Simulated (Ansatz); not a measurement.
Input and output for Hf (omega type): DFT, PBE, all-electron LAPW, scalar-relativistic (Ansatz 0.2.0).

The cell comes from a relaxation on PAW files under the same functional, begun from a prototype that needn't be the stable phase.

Command: `ansatz run input.yaml --threads 1 --pin off --max-ram 3072MiB --backend cpu --events-out ev --progress --plain --runs-dir out` It took 2.1 min on 1 thread of Arm Neoverse V2, on a shared host, peak memory 0.64 GiB.

```yaml
crystal:
  lattice:
    - [4.9934208615, 0.0, 0.0]
    - [-2.4967104308, 4.3244293178, 0.0]
    - [0.0, 0.0, 3.1029431208]
  atoms:
    - { symbol: Hf, position: [0.0, 0.0, 0.0] }
    - { symbol: Hf, position: [0.3333333333, 0.6666666667, 0.5] }
    - { symbol: Hf, position: [0.6666666667, 0.3333333333, 0.5] }
kpoints:
  mp_grid: { grid: [8, 8, 11] }
  band_path:
    path:
      - [0.0, 0.0, 0.0]
      - [0.5, 0.0, 0.0]
      - [0.3333333333, 0.3333333333, 0.0]
      - [0.0, 0.0, 0.0]
      - [0.0, 0.0, 0.5]
      - [0.5, 0.0, 0.5]
      - [0.3333333333, 0.3333333333, 0.5]
      - [0.0, 0.0, 0.5]
      - [0.5, 0.0, 0.5]
    npoints: 14
scf:
  occupations: { method: fermi_dirac, width: 0.08 }
hamiltonian:
  xc: pbe
  pseudopotentials: { kind: all_electron, lapw: { basis_error: 0.001 } }
output:
  forces: true
  stress: true
  eigenvalues: true
  populations: true
  dos: { projected: true, de: 0.2, e_range: [-14, 8] }
```

Output:

```
Hf: projections on atomic orbitals take those of the free atom 1s2 2s2 2p6 3s2 3p6 3d10 4s2 4p6 4d10 4f14 5s2 5p6 5d2 6s2, of charge +0.00 (hamiltonian.pseudopotentials.projection_atoms)
LAPW: plane waves up to 8.320 Å⁻¹, error target 1.0e-3 eV per atom; small_component_spin mean_spin; Hf in spheres of 1.441 Å, 42 of its electrons in bands, Dirac shells [] (how accurate: hamiltonian.pseudopotentials.lapw.basis_error, Limitations)
Engine: ansatz 0.2.0
Pseudopotentials: kind: all_electron
Pseudopotential: Hf, LAPW, valence charge 42, lapw/all_electron/scalar/gaussian/Hf, Koelling and Harmon's equation, gaussian nucleus
Functional definition: PBE
  parameter kappa = 0.804
  parameter beta = 0.06672455060314922
  exchange = pbe_x(kappa = kappa, mu = beta*pi^2/3)
  correlation = pbe_c(beta = beta)
Crystal: 3 atoms, lattice volume = 67.004 Å³
Basis set: ecut = 263.75513066840296 eV, 645 PW (Γ), exchange–correlation at level 2
Bands: 76, of which v1, the nominal top of the filled ones, is band 63 counted from 1 (62 counted from 0)
Symmetry: 24 space group operations
Space group: P6/mmm (ITA 191), of the structure as read, at distance tolerance 4.1e-5 Å
k-points: 60 of 704
Non-local potential: Hf, projectors of the file, none
Initial density: superposition of atomic densities (chi_scale 0.1, normalization cell)
Initial wavefunctions: plane waves of lowest kinetic energy (no species holds an atomic orbital)
Functional: x = pbe(κ = 0.804, μ = 0.2195149727645171), c = pbe(β = 0.06672455060314922)
iter 1 solved again at ethr=4.43e-4 eV; its pass at ethr=1.00e-1 eV (dr2=5.59e-1 eV) is discarded
SCF iter   1: F=—  HF=-1230751.028667 eV  |F-HF|=—  |Δ(HF+E_count)|=         —  Δρ=2.73e-2  dr2=5.59e-1  ethr=4.43e-4  ⟨swp⟩=2.3  Hψ=27147  notcnv=0
preconditioner: auto → Kerker (q_TF=auto, 3.031 Å⁻¹)  [metal: Δε(μ)=0.025 eV  Ē_g=18.346 eV  σ=0.080 eV  W_gap=0.08  n_scr=32 (ndim 8)  ℏωp=38.5 eV  f_vac=0.000  D(μ)=2.40/eV (n_scr^D=26)]
SCF iter   2: F=—  HF=-1230750.717252 eV  |F-HF|=—  |Δ(HF+E_count)|=   3.11e-1  Δρ=1.68e-2  dr2=2.26e-1  ethr=4.43e-4  ⟨swp⟩=2.0  Hψ=14023  notcnv=0
SCF iter   3: F=—  HF=-1230750.668639 eV  |F-HF|=—  |Δ(HF+E_count)|=   4.86e-2  Δρ=1.23e-2  dr2=1.27e-1  ethr=1.79e-4  ⟨swp⟩=2.0  Hψ=13210  notcnv=0
SCF iter   4: F=—  HF=-1230750.630186 eV  |F-HF|=—  |Δ(HF+E_count)|=   3.85e-2  Δρ=6.51e-3  dr2=3.93e-2  ethr=1.01e-4  ⟨swp⟩=2.0  Hψ=13007  notcnv=0
SCF iter   5: F=—  HF=-1230750.630570 eV  |F-HF|=—  |Δ(HF+E_count)|=         —  Δρ=1.98e-3  dr2=4.05e-3  ethr=3.12e-5  ⟨swp⟩=2.0  Hψ=13625  notcnv=0
the basis was enlarged: its passes take 277.1 KiB over the memory plan, 1 of 1 planned eigensolver slots
SCF iter   6: F=—  HF=-1230750.631016 eV  |F-HF|=—  |Δ(HF+E_count)|=   4.46e-4  Δρ=9.85e-4  dr2=1.48e-3  ethr=3.21e-6  ⟨swp⟩=2.0  Hψ=13697  notcnv=0
SCF iter   7: F=—  HF=-1230750.630668 eV  |F-HF|=—  |Δ(HF+E_count)|=   3.48e-4  Δρ=4.88e-4  dr2=1.82e-4  ethr=1.18e-6  ⟨swp⟩=2.0  Hψ=13692  notcnv=0
SCF iter   8: F=—  HF=-1230750.630622 eV  |F-HF|=—  |Δ(HF+E_count)|=   4.55e-5  Δρ=2.77e-4  dr2=7.38e-5  ethr=1.44e-7  ⟨swp⟩=2.0  Hψ=13694  notcnv=0
iter 9 solved again at ethr=4.77e-9 eV; its pass at ethr=5.85e-8 eV (dr2=6.01e-6 eV) is discarded
SCF iter   9: F=—  HF=-1230750.630617 eV  |F-HF|=—  |Δ(HF+E_count)|=   5.45e-6  Δρ=7.25e-5  dr2=6.00e-6  ethr=4.77e-9  ⟨swp⟩=2.0  Hψ=23068  notcnv=0
SCF iter  10: F=—  HF=-1230750.630616 eV  |F-HF|=—  |Δ(HF+E_count)|=   6.26e-7  Δρ=1.97e-5  dr2=6.42e-7  ethr=4.77e-9  ⟨swp⟩=2.0  Hψ=13694  notcnv=0
SCF iter  11: F=-1230750.630616 eV  HF=-1230750.630616 eV  |F-HF|=2.65e-8  |Δ(HF+E_count)|=   1.17e-7  Δρ=5.65e-6  dr2=2.72e-8  ethr=5.09e-10  ⟨swp⟩=2.0  Hψ=13694  notcnv=0
SCF 1 converged in 11 iterations: F = -1230750.630616 eV  dr2 = 2.72e-8
NSCF: frozen V_eff on 113 k-points
SCF converged after 11 iterations
Free energy (F): -1230750.630616 eV
Harris-Foulkes:  -1230750.630616 eV  (|F-HF|=2.65e-8)
Internal energy: -1230750.577036 eV  (E = F + TS)
E sigma→0 (E₀):  -1230750.603826 eV
Entropy (-TS):   -0.053580 eV (-17.860 meV/atom)
Fermi energy:    20.064090 eV
--- Per-component energies (eV) ---
  E_band       = -11660.431185
  E_kinetic    = 1369436.695838
  E_xc         = -25245.638177
  E_electrostatic = -2574941.634696  (all electrons and nuclei)
  E_smearing   = -0.053580  (= −TS)
  E_closure    = 0.000000  (closes the sum)
  E_atoms      = -1230728.763090  (free atoms, spherical and without spin; not in F)
  Σ components = -1230750.630616   (vs F -1230750.630616, Δ=0.00e0)
  Basis errors (estimates in eV, not in F): energy 3.1e-4 per atom: plane waves 2.8e-4 (1.5e-4 summed), levels above the bands 2.9e-50, relativity 6.4e-8, radial functions 3.1e-5, core shells 2.1e-8; eigenvalues (radial functions only) 6.0e-7; not estimated: angular momenta, meshes, grids; target (lapw.basis_error) 1.0e-3; muffin-tin radii Hf 1.441 Å
--- Forces (eV/Å), atoms counted from 1 ---
  atom   1  Hf     0.00000000     0.00000000     0.00000000
  atom   2  Hf     0.00000000     0.00000000     0.00000000
  atom   3  Hf    -0.00000000    -0.00000000     0.00000000
  max |Σ_I F_I| component: 1.85e-17 eV/Å
--- Stress (GPa, compression-positive) ---
       -0.001801      -0.000000       0.000000
       -0.000000      -0.001801       0.000000
        0.000000       0.000000      -0.010890
  P = ⅓ Tr σ = -0.0048 GPa (-0.048 kbar)
--- Band table (eV; the first three rows and the last of 60) ---
  k-point 0: bands = ["-353.4757", "-353.4757", "-353.4354", "-353.1624", "-353.1624", "-353.1580", "-353.1580", "-353.1580", "-353.1580", "-181.3520", "-181.3520", "-181.3159", "-181.3159", "-181.3139", "-181.0279", "-181.0279", "-181.0279", "-181.0279", "-181.0192", "-181.0192", "-181.0181", "-181.0181", "-181.0181", "-181.0181", "-41.8798", "-41.6001", "-41.5024", "-10.6256", "-10.6256", "-10.5951", "-10.5951", "-10.2412", "-10.0152", "-9.9208", "-9.8674", "-9.8674", "8.1278", "8.1310", "8.1665", "8.1665", "8.1758", "8.1758", "8.2092", "8.4268", "8.4371", "8.4371", "8.4400", "8.4712", "8.4712", "8.4730", "8.4730", "8.4792", "8.4848", "8.4848", "8.5171", "8.5303", "8.5308", "12.8917", "17.6094", "19.4225", "19.4225", "19.4474", "19.4500", "19.4500", "21.1722", "22.1883", "22.1883", "22.9294", "22.9294", "22.9723", "22.9723", "26.7150", "26.7150", "27.1266", "28.9497", "30.2296"]
  k-point 1: bands = ["-353.4757", "-353.4757", "-353.4354", "-353.1624", "-353.1624", "-353.1580", "-353.1580", "-353.1580", "-353.1580", "-181.3520", "-181.3520", "-181.3159", "-181.3159", "-181.3139", "-181.0279", "-181.0279", "-181.0279", "-181.0279", "-181.0192", "-181.0192", "-181.0181", "-181.0181", "-181.0181", "-181.0181", "-41.8775", "-41.5982", "-41.5004", "-10.6166", "-10.6166", "-10.5899", "-10.5899", "-10.2796", "-10.0626", "-9.9605", "-9.8686", "-9.8686", "8.1281", "8.1313", "8.1692", "8.1692", "8.1750", "8.1750", "8.2046", "8.4271", "8.4398", "8.4398", "8.4400", "8.4703", "8.4703", "8.4744", "8.4751", "8.4751", "8.4842", "8.4842", "8.5122", "8.5304", "8.5308", "13.0885", "17.8297", "19.2545", "19.2545", "19.3471", "19.3471", "19.7777", "21.3881", "22.0636", "22.0636", "22.8043", "22.8043", "23.2276", "23.2276", "26.5152", "26.5152", "26.8587", "28.9879", "30.3279"]
  k-point 2: bands = ["-353.4757", "-353.4757", "-353.4354", "-353.1624", "-353.1624", "-353.1580", "-353.1580", "-353.1580", "-353.1580", "-181.3520", "-181.3520", "-181.3159", "-181.3159", "-181.3139", "-181.0279", "-181.0279", "-181.0279", "-181.0279", "-181.0192", "-181.0192", "-181.0181", "-181.0181", "-181.0181", "-181.0181", "-41.8714", "-41.5930", "-41.4949", "-10.5921", "-10.5921", "-10.5758", "-10.5758", "-10.3807", "-10.1885", "-10.0658", "-9.8723", "-9.8723", "8.1290", "8.1320", "8.1730", "8.1730", "8.1767", "8.1767", "8.1928", "8.4279", "8.4401", "8.4473", "8.4473", "8.4622", "8.4679", "8.4679", "8.4795", "8.4795", "8.4841", "8.4841", "8.5000", "8.5304", "8.5308", "13.6504", "18.3784", "18.8238", "18.8238", "19.0738", "19.0738", "20.7442", "21.9480", "21.9480", "22.0338", "22.4738", "22.4738", "23.7174", "23.7174", "26.1981", "26.1981", "26.2572", "29.0846", "30.0727"]
  k-point 59: bands = ["-353.4757", "-353.4757", "-353.4354", "-353.1624", "-353.1624", "-353.1580", "-353.1580", "-353.1580", "-353.1580", "-181.3520", "-181.3520", "-181.3159", "-181.3159", "-181.3139", "-181.0279", "-181.0279", "-181.0279", "-181.0279", "-181.0192", "-181.0192", "-181.0181", "-181.0181", "-181.0181", "-181.0181", "-41.8516", "-41.5337", "-41.5200", "-10.8447", "-10.6734", "-10.6158", "-10.4542", "-10.3731", "-10.3403", "-10.2595", "-10.1543", "-9.8037", "8.1296", "8.1314", "8.1610", "8.1629", "8.1634", "8.2016", "8.2016", "8.4365", "8.4379", "8.4433", "8.4613", "8.4671", "8.4697", "8.4739", "8.4757", "8.4786", "8.4879", "8.4936", "8.5060", "8.5086", "8.5092", "16.7686", "17.6558", "18.3498", "18.7241", "19.0677", "19.0839", "20.2502", "20.9448", "21.3693", "21.6169", "22.7423", "23.4639", "24.8421", "26.3203", "26.4172", "26.7483", "27.1265", "27.6514", "28.3451"]
--- Löwdin populations: 3 sites ---
  site symbol       q [e]
     0     Hf     71.7025
     1     Hf     72.0367
     2     Hf     72.0367
  spilling = 0.001037 (of n_electrons = 216.000000)
```

populations.tsv:

```
# site	symbol	l	j	q
# orbitals = lowdin
# n_electrons = 216.000000
# spilling = 0.001037
# projection_atom_Hf: 1s2 2s2 2p6 3s2 3p6 3d10 4s2 4p6 4d10 4f14 5s2 5p6 5d2 6s2
0	Hf	0_1S	-	2.000000
0	Hf	0_2S	-	1.999982
0	Hf	0_3S	-	1.999772
0	Hf	0_4S	-	1.997649
0	Hf	0_5S	-	1.960760
0	Hf	0_6S	-	0.829863
0	Hf	1_2P	-	6.000000
0	Hf	1_3P	-	5.999999
0	Hf	1_4P	-	5.999919
0	Hf	1_5P	-	5.986364
0	Hf	2_3D	-	10.000000
0	Hf	2_4D	-	9.999963
0	Hf	2_5D	-	2.930588
0	Hf	3_4F	-	13.997664
1	Hf	0_1S	-	1.999999
1	Hf	0_2S	-	1.999978
1	Hf	0_3S	-	1.999718
1	Hf	0_4S	-	1.997095
1	Hf	0_5S	-	1.953002
1	Hf	0_6S	-	0.831640
1	Hf	1_2P	-	6.000000
1	Hf	1_3P	-	5.999997
1	Hf	1_4P	-	5.999820
1	Hf	1_5P	-	5.970006
1	Hf	2_3D	-	10.000000
1	Hf	2_4D	-	9.999949
1	Hf	2_5D	-	3.289339
1	Hf	3_4F	-	13.996189
2	Hf	0_1S	-	1.999999
2	Hf	0_2S	-	1.999978
2	Hf	0_3S	-	1.999718
2	Hf	0_4S	-	1.997095
2	Hf	0_5S	-	1.953002
2	Hf	0_6S	-	0.831640
2	Hf	1_2P	-	6.000000
2	Hf	1_3P	-	5.999997
2	Hf	1_4P	-	5.999820
2	Hf	1_5P	-	5.970006
2	Hf	2_3D	-	10.000000
2	Hf	2_4D	-	9.999949
2	Hf	2_5D	-	3.289339
2	Hf	3_4F	-	13.996189
```

Next run (volume at 0.8 of the series' base cell), as changes to the input before:

```diff
   lattice:
-    - [4.9934208615, 0.0, 0.0]
-    - [-2.4967104308, 4.3244293178, 0.0]
-    - [0.0, 0.0, 3.1029431208]
+    - [4.6339813734, 0.0, 0.0]
+    - [-2.3169906867, 4.01314559, 0.0]
+    - [0.0, 0.0, 2.882382264]
   atoms:
   mp_grid: { grid: [8, 8, 11] }
-  band_path:
-    path:
-      - [0.0, 0.0, 0.0]
-      - [0.5, 0.0, 0.0]
-      - [0.3333333333, 0.3333333333, 0.0]
-      - [0.0, 0.0, 0.0]
-      - [0.0, 0.0, 0.5]
-      - [0.5, 0.0, 0.5]
-      - [0.3333333333, 0.3333333333, 0.5]
-      - [0.0, 0.0, 0.5]
-      - [0.5, 0.0, 0.5]
-    npoints: 14
 scf:
   populations: true
-  dos: { projected: true, de: 0.2, e_range: [-14, 8] }
```

Command: `ansatz run input.yaml --threads 1 --pin off --max-ram 3072MiB --backend cpu --events-out ev --progress --plain --runs-dir out` It took 83 s on 1 thread of Arm Neoverse V2, with other jobs on the host, peak memory 0.65 GiB.

Results part of the output:

```
SCF 1 converged in 11 iterations: F = -1230749.381073 eV  dr2 = 1.13e-8
SCF converged after 11 iterations
Free energy (F): -1230749.381073 eV
Harris-Foulkes:  -1230749.381073 eV  (|F-HF|=9.78e-9)
Internal energy: -1230749.336343 eV  (E = F + TS)
E sigma→0 (E₀):  -1230749.358708 eV
Entropy (-TS):   -0.044730 eV (-14.910 meV/atom)
Fermi energy:    25.539883 eV
--- Per-component energies (eV) ---
[... lines left out ...]
  k-point 1: bands = ["-347.3881", "-347.3881", "-347.3461", "-347.1819", "-347.1819", "-347.1819", "-347.1819", "-347.1705", "-347.1705", "-175.2582", "-175.2582", "-175.2219", "-175.2219", "-175.2172", "-175.0376", "-175.0376", "-175.0376", "-175.0376", "-175.0349", "-175.0349", "-175.0349", "-175.0349", "-175.0228", "-175.0228", "-35.8671", "-35.6825", "-35.4749", "-5.1073", "-5.1073", "-4.8531", "-4.8531", "-4.2931", "-3.9170", "-3.7957", "-3.6698", "-3.6698", "14.2009", "14.2025", "14.2309", "14.2309", "14.2580", "14.2580", "14.2983", "14.3445", "14.3744", "14.3946", "14.3946", "14.4498", "14.4498", "14.4654", "14.4654", "14.4703", "14.4739", "14.4739", "14.5348", "14.5365", "14.5373", "17.9686", "22.5151", "24.6664", "24.6664", "24.8522", "24.8522", "25.3536", "27.0596", "27.8498", "27.8498", "28.6955", "28.6955", "29.2386", "29.2386", "33.7168", "33.7168", "34.8359", "36.9842", "37.9931"]
  k-point 2: bands = ["-347.3881", "-347.3881", "-347.3461", "-347.1819", "-347.1819", "-347.1819", "-347.1819", "-347.1705", "-347.1705", "-175.2582", "-175.2582", "-175.2219", "-175.2219", "-175.2172", "-175.0376", "-175.0376", "-175.0376", "-175.0376", "-175.0349", "-175.0349", "-175.0349", "-175.0349", "-175.0228", "-175.0227", "-35.8455", "-35.6747", "-35.4609", "-5.0760", "-5.0760", "-4.7911", "-4.7911", "-4.5014", "-4.1794", "-4.0078", "-3.6882", "-3.6882", "14.2046", "14.2054", "14.2458", "14.2458", "14.2541", "14.2541", "14.2754", "14.3468", "14.3725", "14.4088", "14.4088", "14.4450", "14.4450", "14.4451", "14.4667", "14.4667", "14.4800", "14.4800", "14.5115", "14.5366", "14.5367", "18.6950", "23.3184", "23.9065", "23.9065", "24.3824", "24.3824", "26.6229", "27.8213", "27.8213", "27.9487", "28.3188", "28.3188", "29.9397", "29.9397", "33.2665", "33.2665", "33.9991", "37.1216", "37.8713"]
  k-point 59: bands = ["-347.3881", "-347.3881", "-347.3461", "-347.1819", "-347.1819", "-347.1819", "-347.1819", "-347.1705", "-347.1705", "-175.2582", "-175.2582", "-175.2219", "-175.2219", "-175.2171", "-175.0376", "-175.0376", "-175.0376", "-175.0376", "-175.0349", "-175.0349", "-175.0349", "-175.0349", "-175.0228", "-175.0228", "-35.7685", "-35.5532", "-35.5199", "-5.4845", "-5.1166", "-4.9915", "-4.7052", "-4.4724", "-4.3749", "-4.3504", "-4.2524", "-3.5947", "14.2035", "14.2041", "14.2225", "14.2273", "14.2276", "14.2993", "14.2993", "14.3900", "14.3905", "14.3996", "14.4180", "14.4360", "14.4385", "14.4509", "14.4581", "14.4608", "14.4651", "14.4966", "14.5121", "14.5124", "14.5278", "21.3086", "22.8526", "23.5552", "23.8078", "24.3682", "24.3854", "25.6038", "26.4205", "27.0267", "27.2707", "29.5275", "29.6890", "31.3956", "33.4077", "33.6696", "34.1015", "34.5943", "35.3322", "36.1538"]
--- Löwdin populations: 3 sites ---
  site symbol       q [e]
     0     Hf     71.7185
     1     Hf     72.0851
     2     Hf     72.0851
  spilling = 0.000515 (of n_electrons = 216.000000)
```

Next run (volume at 0.7 of the series' base cell), as changes to the input before:

```diff
   lattice:
-    - [4.6339813734, 0.0, 0.0]
-    - [-2.3169906867, 4.01314559, 0.0]
-    - [0.0, 0.0, 2.882382264]
+    - [4.4364827643, 0.0, 0.0]
+    - [-2.2182413822, 3.8421067773, 0.0]
+    - [0.0, 0.0, 2.7516335759]
   atoms:
```

Results part of the output:

```
SCF 1 converged in 11 iterations: F = -1230747.207904 eV  dr2 = 1.59e-8
SCF converged after 11 iterations
Free energy (F): -1230747.207904 eV
Harris-Foulkes:  -1230747.207904 eV  (|F-HF|=4.10e-8)
Internal energy: -1230747.165907 eV  (E = F + TS)
E sigma→0 (E₀):  -1230747.186905 eV
Entropy (-TS):   -0.041998 eV (-13.999 meV/atom)
Fermi energy:    29.333904 eV
--- Per-component energies (eV) ---
[... lines left out ...]
  k-point 1: bands = ["-343.2614", "-343.2614", "-343.2221", "-343.1396", "-343.1396", "-343.1396", "-343.1396", "-343.1202", "-343.1202", "-171.1256", "-171.1256", "-171.0927", "-171.0927", "-171.0865", "-170.9916", "-170.9916", "-170.9915", "-170.9915", "-170.9825", "-170.9825", "-170.9824", "-170.9824", "-170.9686", "-170.9685", "-31.8999", "-31.6348", "-31.3911", "-1.4815", "-1.4815", "-1.0299", "-1.0299", "-0.2515", "0.3153", "0.4368", "0.6076", "0.6076", "18.2760", "18.3177", "18.3229", "18.3229", "18.3371", "18.3788", "18.3788", "18.4094", "18.4094", "18.4158", "18.4189", "18.4930", "18.4930", "18.5182", "18.5182", "18.5254", "18.5254", "18.5393", "18.6072", "18.6105", "18.6135", "21.5845", "25.7775", "28.4912", "28.4912", "28.8028", "28.8028", "29.2399", "30.9467", "31.8701", "31.8701", "32.8084", "32.8084", "33.4287", "33.4287", "38.7241", "38.7241", "40.4269", "42.4683", "43.4250"]
  k-point 2: bands = ["-343.2614", "-343.2614", "-343.2221", "-343.1396", "-343.1396", "-343.1396", "-343.1396", "-343.1202", "-343.1202", "-171.1256", "-171.1256", "-171.0927", "-171.0927", "-171.0865", "-170.9916", "-170.9916", "-170.9915", "-170.9915", "-170.9825", "-170.9825", "-170.9824", "-170.9824", "-170.9686", "-170.9685", "-31.8588", "-31.6247", "-31.3667", "-1.4321", "-1.4321", "-0.9305", "-0.9305", "-0.5732", "-0.0824", "0.1172", "0.5738", "0.5738", "18.2862", "18.3235", "18.3408", "18.3449", "18.3449", "18.3729", "18.3729", "18.3828", "18.4118", "18.4298", "18.4298", "18.4857", "18.4857", "18.4997", "18.5159", "18.5159", "18.5379", "18.5379", "18.5789", "18.6074", "18.6090", "22.4442", "26.8104", "27.4630", "27.4630", "28.1602", "28.1602", "30.7552", "31.9221", "31.9221", "32.0322", "32.4161", "32.4161", "34.2795", "34.2795", "38.1633", "38.1633", "39.4472", "42.6451", "43.3400"]
  k-point 59: bands = ["-343.2614", "-343.2614", "-343.2221", "-343.1396", "-343.1396", "-343.1396", "-343.1396", "-343.1202", "-343.1202", "-171.1256", "-171.1256", "-171.0927", "-171.0927", "-171.0864", "-170.9916", "-170.9915", "-170.9915", "-170.9914", "-170.9825", "-170.9825", "-170.9825", "-170.9824", "-170.9685", "-170.9685", "-31.6383", "-31.5114", "-31.4575", "-1.9979", "-1.4887", "-1.3082", "-0.8607", "-0.5368", "-0.3400", "-0.3046", "-0.1790", "0.6751", "18.2959", "18.3159", "18.3187", "18.3212", "18.3231", "18.4036", "18.4052", "18.4306", "18.4323", "18.4393", "18.4424", "18.4728", "18.4788", "18.4926", "18.5033", "18.5110", "18.5121", "18.5645", "18.5790", "18.5794", "18.6041", "24.4640", "26.5055", "27.1236", "27.4266", "28.0905", "28.1118", "29.3906", "30.2596", "31.0050", "31.2275", "33.6923", "34.7829", "35.9121", "38.3328", "38.7779", "39.2911", "39.8461", "40.7203", "41.6234"]
--- Löwdin populations: 3 sites ---
  site symbol       q [e]
     0     Hf     71.7380
     1     Hf     72.0933
     2     Hf     72.0933
  spilling = 0.000349 (of n_electrons = 216.000000)
```

Spin–orbit coupling is left out, which matters for the heavy atoms.
